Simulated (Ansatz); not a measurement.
# Ca (P6_3/mmc) in Ansatz: notebook

Runs on Ca. Level: PBEsol. Tasks: relaxation of cell and atoms.

Program: Ansatz 0.2.0. These are calculated values, not measurements. Logs are shortened: lines on timing, memory, paths and dates and some standing lists are left out, and cuts for length are marked.

**1. Starting point**

Symmetry: P6_3/mmc, No. 194, hexagonal system. Conventional cell: a = 3.980 Å, b = 3.980 Å, c = 6.520 Å, α = 90.00°, β = 90.00°, γ = 120.00°. Around Ca (site symmetry -6m2) lie 12 Ca at 3.98 to 3.99 Å.

This isn't the form of Ca at room conditions, which is fcc.

**2. Relaxation of cell and atoms, PBEsol**

input.yaml reads:

```yaml
crystal:
  lattice:
    - [3.98, 0.0, 0.0]
    - [-1.99, 3.4467811071, 0.0]
    - [0.0, 0.0, 6.52]
  atoms:
    - { symbol: Ca, position: [0.6666666667, 0.3333333333, 0.75] }
    - { symbol: Ca, position: [0.3333333333, 0.6666666667, 0.25] }
hamiltonian:
  xc: pbesol
  pseudopotentials: { kind: paw }
kpoints:
  mp_grid: { grid: [8, 8, 4] }
scf:
  occupations: { method: fermi_dirac, width: 0.05 }
output:
  forces: true
  stress: true
  eigenvalues: true
  write_density: true
  write_potential: true
  elf: true
  volumetric_format: npy
relax:
  f_tol: 0.01
  max_steps: 40
  cell: { stress_tol: 0.05 }
```

Potentials or basis: Ansatz PAW.

The run is started by

```console
> ansatz run input.yaml --threads 2 --pin off --max-ram 5632MiB --backend cpu --events-out ev --progress --plain --runs-dir out
```

What it wrote:

```text
Warning: RAYON_NUM_THREADS=2 ignored (pool sized by the plan → 2); use --threads N
Engine: ansatz 0.2.0, aarch64-unknown-linux-gnu
Pseudopotentials: kind: paw
Pseudopotential: Ca, paw, valence charge 10, recommended cutoff 420 eV (normal), Ca.paw.azcp
Functional definition: PBEsol
  exchange = pbesol_x
  correlation = pbesol_c
Crystal: 2 atoms, lattice volume = 89.443 Å³
Basis set: ecut = 420 eV, 1761 PW (Γ), exchange–correlation on 54×54×90 points (8 copies of the dense FFT grid, shifted against one another)
Bands: 14, of which v1, the nominal top of the filled ones, is band 10 counted from 1 (9 counted from 0)
Symmetry: 24 space group operations
Space group: P63/mmc (ITA 194), of the structure as read, at distance tolerance 4.5e-5 Å
k-points: 30 of 256
Non-local potential: Ca, projectors of the file, l = 0: 3, l = 1: 2, l = 2: 2
PAW form: soft (Blöchl's): semilocal exchange-correlation on the pseudo side does not see the compensation charge
PAW frozen core: Ca, regenerated for the run's functional, and the local potential with it (the file was generated under x = pbe(κ = 0.804, μ = 0.2195149727645171), c = pbe(β = 0.06672455060314922))
PAW one-centre angular grid: Ca, 110 points (default); XC on 64 Gauss nodes
Initial density: superposition of atomic densities (neutral atoms: chi_scale 0, normalization atom), corrected by the library's trained network
Initial wavefunctions: pseudopotential atomic-orbital guess
Functional: x = pbesol(κ = 0.804, μ = 0.12345679012345678), c = pbesol(β = 0.046)
SCF iter   1: F=—  HF=-3587.434222 eV  |F-HF|=—  |Δ(HF+E_count)|=         —  Δρ=2.38e-3  dr2=7.20e-3  ethr=1.77e-3  ⟨swp⟩=7.3  Hψ=2815  notcnv=0
preconditioner: auto → Resta (q_TF=auto, 2.126 Å⁻¹)  ε∞=10.9  [insulator: Δε(μ)=0.137 eV  Ē_g=2.499 eV  σ=0.050 eV  W_gap=0.58  n_scr=22 (ndim 8)  ℏωp=7.9 eV  f_vac=0.000  D(μ)=1.75/eV (n_scr^D=8)  ε∞_Penn≈10.9]
SCF iter   2: F=—  HF=-3587.433143 eV  |F-HF|=—  |Δ(HF+E_count)|=   1.08e-3  Δρ=1.24e-3  dr2=2.38e-3  ethr=3.60e-5  ⟨swp⟩=2.5  Hψ=853  notcnv=0
SCF iter   3: F=—  HF=-3587.432567 eV  |F-HF|=—  |Δ(HF+E_count)|=   5.76e-4  Δρ=3.03e-4  dr2=1.90e-4  ethr=1.19e-5  ⟨swp⟩=2.6  Hψ=647  notcnv=0
SCF iter   4: F=—  HF=-3587.432522 eV  |F-HF|=—  |Δ(HF+E_count)|=   4.48e-5  Δρ=6.17e-5  dr2=1.08e-6  ethr=9.49e-7  ⟨swp⟩=1.9  Hψ=466  notcnv=0
SCF iter   5: F=—  HF=-3587.432518 eV  |F-HF|=—  |Δ(HF+E_count)|=   3.31e-6  Δρ=1.04e-5  dr2=1.82e-7  ethr=5.39e-9  ⟨swp⟩=2.7  Hψ=715  notcnv=0
SCF iter   6: F=-3587.432518 eV  HF=-3587.432518 eV  |F-HF|=8.01e-10  |Δ(HF+E_count)|=   2.32e-8  Δρ=2.30e-6  dr2=5.28e-9  ethr=5.00e-10  ⟨swp⟩=8.1  Hψ=2646  notcnv=0
SCF 1 converged in 6 iterations: F = -3587.432518 eV  dr2 = 5.28e-9
relax step   1: F+E_penalty+E_count = -3587.43251834 eV  Δ(F+E_penalty+E_count) = +0.000e0 eV  max|allowed force component| = 5.782e-18 eV/Å  Δτ_max = 0.0000 Å  P = -1.427 GPa  Ω = 89.443 Å³  (6 SCF iters, dr2 threshold 1.00e-7 eV, accepted)
Crystal: 2 atoms, lattice volume = 85.890 Å³
Basis set: ecut = 420 eV, 1713 PW (Γ), exchange–correlation on 54×54×90 points (8 copies of the dense FFT grid, shifted against one another)
Initial density: handed on by an earlier stage of this run
Initial wavefunctions: those handed on with the density
iter 1 solved again at ethr=1.47e-6 eV; its pass at ethr=3.10e-3 eV (dr2=2.94e-4 eV) is discarded
SCF iter   1: F=—  HF=-3587.458343 eV  |F-HF|=—  |Δ(HF+E_count)|=         —  Δρ=4.79e-4  dr2=3.11e-4  ethr=1.47e-6  ⟨swp⟩=2.5  Hψ=3511  notcnv=0
preconditioner: auto → Resta (q_TF=auto, 2.140 Å⁻¹)  ε∞=11.2  [insulator: Δε(μ)=0.129 eV  Ē_g=2.508 eV  σ=0.050 eV  W_gap=0.54  n_scr=22 (ndim 8)  ℏωp=8.0 eV  f_vac=0.000  D(μ)=1.69/eV (n_scr^D=8)  ε∞_Penn≈11.2]
SCF iter   2: F=—  HF=-3587.458319 eV  |F-HF|=—  |Δ(HF+E_count)|=   2.37e-5  Δρ=3.26e-4  dr2=1.39e-4  ethr=1.47e-6  ⟨swp⟩=1.0  Hψ=420  notcnv=0
SCF iter   3: F=—  HF=-3587.458303 eV  |F-HF|=—  |Δ(HF+E_count)|=   1.62e-5  Δρ=4.51e-5  dr2=2.88e-6  ethr=6.93e-7  ⟨swp⟩=1.3  Hψ=434  notcnv=0
SCF iter   4: F=-3587.458302 eV  HF=-3587.458302 eV  |F-HF|=4.14e-8  |Δ(HF+E_count)|=   1.25e-6  Δρ=1.73e-5  dr2=1.75e-7  ethr=1.00e-9  ⟨swp⟩=6.2  Hψ=2634  notcnv=0
SCF 2 converged in 4 iterations: F = -3587.458302 eV  dr2 = 1.75e-7
relax step   2: F+E_penalty+E_count = -3587.45830196 eV  Δ(F+E_penalty+E_count) = -2.578e-2 eV  max|allowed force component| = 1.388e-17 eV/Å  Δτ_max = 0.0000 Å  P = -0.854 GPa  Ω = 85.890 Å³  energy of the carried Pulay correction = +1.830e-5 eV  (4 SCF iters, dr2 threshold 2.00e-7 eV, accepted)
Crystal: 2 atoms, lattice volume = 81.052 Å³
Basis set: ecut = 420 eV, 1581 PW (Γ), exchange–correlation on 54×54×90 points (8 copies of the dense FFT grid, shifted against one another)
iter 1 solved again at ethr=3.45e-6 eV; its pass at ethr=3.10e-3 eV (dr2=6.90e-4 eV) is discarded
SCF iter   1: F=—  HF=-3587.470383 eV  |F-HF|=—  |Δ(HF+E_count)|=         —  Δρ=7.33e-4  dr2=6.67e-4  ethr=3.45e-6  ⟨swp⟩=2.4  Hψ=3524  notcnv=0
preconditioner: auto → Kerker (q_TF=auto, 2.161 Å⁻¹)  [metal: Δε(μ)=0.109 eV  Ē_g=2.552 eV  σ=0.050 eV  W_gap=0.44  n_scr=22 (ndim 8)  ℏωp=8.2 eV  f_vac=0.000  D(μ)=1.56/eV (n_scr^D=2)]
SCF iter   2: F=—  HF=-3587.470346 eV  |F-HF|=—  |Δ(HF+E_count)|=   3.69e-5  Δρ=5.13e-4  dr2=3.27e-4  ethr=3.33e-6  ⟨swp⟩=1.0  Hψ=420  notcnv=0
SCF iter   3: F=—  HF=-3587.470316 eV  |F-HF|=—  |Δ(HF+E_count)|=   3.04e-5  Δρ=7.58e-5  dr2=7.28e-6  ethr=1.63e-6  ⟨swp⟩=1.2  Hψ=438  notcnv=0
SCF iter   4: F=—  HF=-3587.470311 eV  |F-HF|=—  |Δ(HF+E_count)|=   4.81e-6  Δρ=2.70e-5  dr2=4.97e-7  ethr=3.64e-8  ⟨swp⟩=2.2  Hψ=694  notcnv=0
SCF iter   5: F=-3587.470311 eV  HF=-3587.470311 eV  |F-HF|=1.79e-8  |Δ(HF+E_count)|=   1.17e-7  Δρ=4.98e-6  dr2=3.51e-8  ethr=1.00e-9  ⟨swp⟩=8.6  Hψ=2845  notcnv=0
SCF 3 converged in 5 iterations: F = -3587.470311 eV  dr2 = 3.51e-8
relax step   3: F+E_penalty+E_count = -3587.47031102 eV  Δ(F+E_penalty+E_count) = -1.201e-2 eV  max|allowed force component| = 1.735e-17 eV/Å  Δτ_max = 0.0000 Å  P = +0.124 GPa  Ω = 81.052 Å³  energy of the carried Pulay correction = +4.449e-5 eV  (5 SCF iters, dr2 threshold 2.00e-7 eV, accepted)
Crystal: 2 atoms, lattice volume = 81.601 Å³
Basis set: ecut = 420 eV, 1605 PW (Γ), exchange–correlation on 54×54×90 points (8 copies of the dense FFT grid, shifted against one another)
iter 1 solved again at ethr=5.99e-8 eV; its pass at ethr=3.10e-3 eV (dr2=1.20e-5 eV) is discarded
SCF iter   1: F=—  HF=-3587.470520 eV  |F-HF|=—  |Δ(HF+E_count)|=         —  Δρ=8.47e-5  dr2=8.71e-6  ethr=5.99e-8  ⟨swp⟩=2.3  Hψ=3239  notcnv=0
preconditioner: auto → Kerker (q_TF=auto, 2.158 Å⁻¹)  [metal: Δε(μ)=0.108 eV  Ē_g=2.550 eV  σ=0.050 eV  W_gap=0.44  n_scr=22 (ndim 8)  ℏωp=8.2 eV  f_vac=0.000  D(μ)=1.57/eV (n_scr^D=2)]
SCF iter   2: F=—  HF=-3587.470518 eV  |F-HF|=—  |Δ(HF+E_count)|=   2.42e-6  Δρ=5.89e-5  dr2=4.30e-6  ethr=4.36e-8  ⟨swp⟩=1.0  Hψ=420  notcnv=0
SCF iter   3: F=—  HF=-3587.470517 eV  |F-HF|=—  |Δ(HF+E_count)|=   3.16e-7  Δρ=7.22e-6  dr2=7.62e-8  ethr=2.15e-8  ⟨swp⟩=2.4  Hψ=645  notcnv=0
SCF iter   4: F=-3587.470517 eV  HF=-3587.470517 eV  |F-HF|=8.19e-11  |Δ(HF+E_count)|=   7.15e-9  Δρ=1.94e-6  dr2=3.72e-9  ethr=2.07e-10  ⟨swp⟩=7.1  Hψ=2147  notcnv=0
SCF 4 converged in 4 iterations: F = -3587.470517 eV  dr2 = 3.72e-9
relax step   4: F+E_penalty+E_count = -3587.47051738 eV  Δ(F+E_penalty+E_count) = -2.064e-4 eV  max|allowed force component| = 2.429e-17 eV/Å  Δτ_max = 0.0000 Å  P = -0.002 GPa  Ω = 81.601 Å³  energy of the carried Pulay correction = +4.145e-5 eV  (4 SCF iters, dr2 threshold 4.14e-8 eV, accepted)
Initial wavefunctions: pseudopotential atomic-orbital guess (no wavefunctions were taken with the density)
iter 1 solved again at ethr=4.36e-8 eV; its pass at ethr=3.10e-3 eV (dr2=8.73e-6 eV) is discarded
SCF iter   1: F=—  HF=-3587.470488 eV  |F-HF|=—  |Δ(HF+E_count)|=         —  Δρ=3.01e-5  dr2=8.63e-8  ethr=4.36e-8  ⟨swp⟩=4.0  Hψ=4189  notcnv=0
SCF iter   2: F=—  HF=-3587.470484 eV  |F-HF|=—  |Δ(HF+E_count)|=   4.30e-6  Δρ=1.55e-5  dr2=2.30e-8  ethr=4.31e-10  ⟨swp⟩=1.1  Hψ=423  notcnv=0
SCF iter   3: F=—  HF=-3587.470484 eV  |F-HF|=—  |Δ(HF+E_count)|=   5.19e-9  Δρ=4.65e-7  dr2=2.38e-10  ethr=1.15e-10  ⟨swp⟩=2.0  Hψ=479  notcnv=0
SCF iter   4: F=—  HF=-3587.470484 eV  |F-HF|=—  |Δ(HF+E_count)|=  5.46e-11  Δρ=1.43e-7  dr2=3.46e-11  ethr=1.00e-12  ⟨swp⟩=6.3  Hψ=1945  notcnv=0
SCF iter   5: F=-3587.470484 eV  HF=-3587.470484 eV  |F-HF|=9.09e-13  |Δ(HF+E_count)|=  7.28e-12  Δρ=1.90e-8  dr2=2.90e-13  ethr=1.00e-12  ⟨swp⟩=5.0  Hψ=1543  notcnv=0
SCF 5 converged in 5 iterations: F = -3587.470484 eV  dr2 = 2.90e-13
relax step   5: F+E_penalty+E_count = -3587.47048372 eV  Δ(F+E_penalty+E_count) = +3.366e-5 eV  max|allowed force component| = 1.850e-17 eV/Å  Δτ_max = 0.0000 Å  P = -0.002 GPa  Ω = 81.601 Å³  stress off target by 1.10e-2 GPa  SCF on the basis re-selected at this cell (its energy is not comparable with the rows above)  (5 SCF iters)
basis re-selected at this cell: Δ(F+E_penalty+E_count) = +3.366e-5 eV, ΔP = -0.000 GPa vs the last step (what re-selecting the basis moved, of the pressure what is left beyond the Pulay correction that the steps carried, after the strain that the cell walked since its last selection, with what the two solves' SCF thresholds leave and, on support functions, any second-order correction that the steps lacked; it is no measure of the basis error at this ecutwfc). This SCF's stress stands 1.10e-2 GPa from its target on what of the cell is left free (relax.cell.stress_tol is 5.00e-2 GPa) and its largest allowed force component is 1.85e-17 eV/Å (relax.f_tol is 1.00e-2 eV/Å): within both
SCF converged after 5 iterations
Free energy (F): -3587.470484 eV
Harris-Foulkes:  -3587.470484 eV  (|F-HF|=9.09e-13)
Internal energy: -3587.455971 eV  (E = F + TS)
E sigma→0 (E₀):  -3587.463227 eV
Entropy (-TS):   -0.014513 eV (-7.257 meV/atom)
Fermi energy:    5.136158 eV
--- Per-component energies (eV) ---
  E_band       = -344.086728
  E_kinetic    = 550.951426
  E_local      = -1677.752735  (includes V_loc(G=0)·N_el)
  E_nonlocal   = 129.455882
  E_hartree    = 559.691334
  E_xc         = -268.574101
  E_vxc        = -336.503752  (∫ρ·V_xc dr)
  E_paw        = -1673.443888  (= ΣΔE_a)
  E_vpaw       = -129.620204  (= ΣTr[D̂ρ^β])
  E_aug_tail   = -0.000011  (compensation charges beyond the density's cutoff)
  E_ewald      = -1208.021465
  E_core_change = 0.237589  (= ΣΔE_core)
  E_smearing   = -0.014513  (= −TS)
  E_closure    = 0.000000  (closes the sum)
  Σ components = -3587.470484   (vs F -3587.470484, Δ=0.00e0)
--- Forces (eV/Å), atoms counted from 1 ---
  atom   1  Ca     0.00000000     0.00000000     0.00000000
  atom   2  Ca    -0.00000000    -0.00000000     0.00000000
  max |Σ_I F_I| component: 0.00e0 eV/Å
--- Stress (GPa, compression-positive) ---
        0.002616      -0.000000       0.000000
        0.000000       0.002616       0.000000
        0.000000       0.000000      -0.010985
  P = ⅓ Tr σ = -0.0019 GPa (-0.019 kbar)
--- Band table (eV; the first three rows and the last of 30) ---
  k-point 0: bands = ["-36.6579", "-36.6427", "-17.7932", "-17.6704", "-17.6704", "-17.6503", "-17.6503", "-17.6402", "1.0166", "4.0378", "4.9180", "7.4021", "7.4763", "7.4763"]
  k-point 1: bands = ["-36.6557", "-36.6449", "-17.7712", "-17.6675", "-17.6675", "-17.6630", "-17.6533", "-17.6533", "1.2837", "3.1398", "5.6615", "7.1490", "7.4300", "7.4300"]
  k-point 2: bands = ["-36.6503", "-36.6503", "-17.7175", "-17.7175", "-17.6604", "-17.6604", "-17.6604", "-17.6604", "2.0410", "2.0410", "6.5063", "6.5063", "7.4731", "7.4731"]
  k-point 29: bands = ["-36.6376", "-36.6376", "-17.7811", "-17.7811", "-17.7371", "-17.7371", "-17.6736", "-17.6736", "5.0438", "5.0438", "5.4053", "5.4053", "6.0170", "6.0170"]
--- Relaxed structure (4 steps of the walk, 4 accepted, 1 SCFs on fresh bases) ---
  F+E_penalty+E_count = -3587.47048372 eV   max|allowed force component| = 1.850e-17 eV/Å   (the final SCF, on the basis selected at the relaxed cell)
  cell:  # Å, volume = 81.6014 Å³
    - [3.8454900716050004, 2.142489884791067e-35, 0.0]
    - [-1.9227450358025002, 3.3302920920107697, 0.0]
    - [0.0, 0.0, 6.371824502352091]
  atoms:
    - { symbol: Ca, position: [0.6666666666666666, 0.3333333333333333, 0.75] }
    - { symbol: Ca, position: [0.3333333333333333, 0.6666666666666666, 0.25] }
```

It took 4.7 s on 2 threads of Arm Neoverse V2, shared host; peak memory 0.34 GiB.

Results:

* Free energy: -3587.4705 eV
* Relaxed volume: 40.80 Å³/atom
* Relaxed cell: a = 3.845 Å, b = 3.845 Å, c = 6.372 Å, α = 90.00°, β = 90.00°, γ = 120.00°
* Space group after relaxing (to 0.05 Å): P6_3/mmc (No. 194)
* Energy gained by relaxing: 19.0 meV/atom
* Ionic steps: 5
* Pressure after relaxing: 0.0 GPa
* Band gap on the k mesh: none (metal or under the smearing width)

The path:
```tsv
step	energy change (eV)	largest force (eV/Å)	volume (Å³)
1	0.0000	0.0000	89.44
2	-0.0258	0.0000	85.89
3	-0.0378	0.0000	81.05
4	-0.0380	0.0000	81.60
5	-0.0380	0.0000	81.60
```

Final structure:
```yaml
crystal:
  lattice:
    - [3.84549, 0.00000, 0.00000]
    - [-1.92275, 3.33029, 0.00000]
    - [0.00000, 0.00000, 6.37182]
  atoms:
    - { symbol: Ca, position: [0.66667, 0.33333, 0.75000] }
    - { symbol: Ca, position: [0.33333, 0.66667, 0.25000] }
```

Caveat: the plane-wave basis is chosen anew once the cell has moved, so the energies of steps on either side of that aren't comparable; the PAW data sets come from PBE, with cores solved anew for the run's functional, which leaves a small shift of forces and pressure.

**3. Relaxation of cell and atoms, PBEsol, target pressure 2 GPa, at which the enthalpy is minimised**

Edit input.yaml of step 2 so:

```diff
@@ -19,6 +19,2 @@
   eigenvalues: true
-  write_density: true
-  write_potential: true
-  elf: true
-  volumetric_format: npy
 relax:
@@ -26,2 +22,2 @@
   max_steps: 40
-  cell: { stress_tol: 0.05 }
+  cell: { stress_tol: 0.05, p_target: 2.0 }
```

Potentials or basis: Ansatz PAW.

The run is started by

```console
> ansatz run input.yaml --threads 2 --pin off --max-ram 5632MiB --backend cpu --events-out ev --progress --plain --runs-dir out
```

Run time: 5.2 s. Hardware: 2 threads of Arm Neoverse V2, shared host; peak memory 0.33 GiB.

The run converged. Its results:

* Free energy: -3587.4280 eV
* Relaxed volume: 37.16 Å³/atom
* Relaxed cell: a = 3.725 Å, b = 3.725 Å, c = 6.186 Å, α = 90.00°, β = 90.00°, γ = 120.00°
* Space group after relaxing (to 0.05 Å): P6_3/mmc (No. 194)
* Energy change on relaxing (the enthalpy is what falls): +2.3 meV/atom
* Ionic steps: 6
* Pressure after relaxing: 2.0 GPa
* Band gap on the k mesh: none (metal or under the smearing width)

The path:
```
step  energy change (eV)  largest force (eV/Å)  volume (Å³)
   1              0.0000                0.0000        89.44
   2             -0.0374                0.0000        81.07
   3              0.0255                0.0000        72.82
   4              0.0029                0.0000        74.44
   5              0.0045                0.0000        74.31
   6              0.0046                0.0000        74.31
```

Final structure:
```
CELL_PARAMETERS angstrom
3.72454 0.00000 0.00000
-1.86227 3.22555 0.00000
0.00000 0.00000 6.18558
ATOMIC_POSITIONS crystal
Ca 0.66667 0.33333 0.75000
Ca 0.33333 0.66667 0.25000
```

Levels at points of the mesh, in eV from the Fermi level:
```tsv
k point	band 7	band 8	band 9	band 10	band 11	band 12	band 13	band 14
(0.00, 0.00, 0.00)	-22.54	-22.53	-4.27	-1.14	-0.13	2.38	2.47	2.47
(0.00, 0.00, -0.50)	-22.56	-22.56	-3.17	-3.17	1.42	1.42	2.47	2.47
(0.00, -0.50, 0.00)	-22.58	-22.58	-1.10	-0.62	0.12	0.34	1.49	2.08
(0.00, -0.50, -0.50)	-22.59	-22.59	-0.75	-0.75	0.25	0.25	1.52	1.52
```

Caveat: the volume moved by over 15 % at a fixed basis, so the end points are rough; the plane-wave basis is chosen anew once the cell has moved, so the energies of steps on either side of that aren't comparable; the PAW data sets come from PBE, with cores solved anew for the run's functional, which leaves a small shift of forces and pressure.

(Continued in part 2 of 2.)
